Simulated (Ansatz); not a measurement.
NbP:

```
Nb P
1.0
    -1.67492    1.67492    5.74011
     1.67492   -1.67492    5.74011
     1.67492    1.67492   -5.74011
Nb P
2 2
Direct
  0.24988 0.74988 0.50000
  0.49988 0.49988 0.00000
  0.83275 0.33275 0.50000
  0.08275 0.08275 0.00000
```

The cell is a database's computed one.

| Quantity | Value |
| --- | --- |
| Program | Ansatz 0.2.0 |
| Task | relaxation of cell and atoms |
| Functional | PBEsol |
| Potentials or basis | Ansatz PAW |
| Cutoff | 420 eV (not typed: the program's choice for these potentials) |
| k mesh | 11 × 11 × 11 |
| Occupations | fermi-dirac, width 0.05 eV |
| Spin | no spin polarisation |
| Hubbard terms | Nb d U = 2 eV |

At the start: volume 16.10 Å³/atom.

Problem. Where does the relaxation end?

Solution. It ends after 5 steps and the volume is 15.62 Å³/atom (-3.0 %); space group I4_1md (No. 109, to 0.05 Å).

Step by step:
| step | energy change (eV) | largest force (eV/Å) | volume (Å³) |
| --- | --- | --- | --- |
| 1 | 0.0000 | 0.0141 | 64.41 |
| 2 | -0.0176 | 0.0104 | 61.19 |
| 3 | -0.0350 | 0.0022 | 62.55 |
| 4 | -0.0351 | 0.0007 | 62.49 |
| 5 | -0.0348 | 0.0006 | 62.49 |

Final structure:
```
Nb P
1.0
    -1.66165    1.66165    5.65786
     1.66165   -1.66165    5.65786
     1.66165    1.66165   -5.65786
Nb P
2 2
Direct
  0.25014 0.75014 0.50000
  0.50014 0.50014 0.00000
  0.83249 0.33249 0.50000
  0.08249 0.08249 0.00000
```

Caveat: the plane-wave basis is chosen anew once the cell has moved, so the energies of steps on either side of that aren't comparable; U without spin polarisation on a metal has little footing; the PAW data sets come from PBE, with cores solved anew for the run's functional, which leaves a small shift of forces and pressure; the U is typed as a test and isn't derived for this compound.
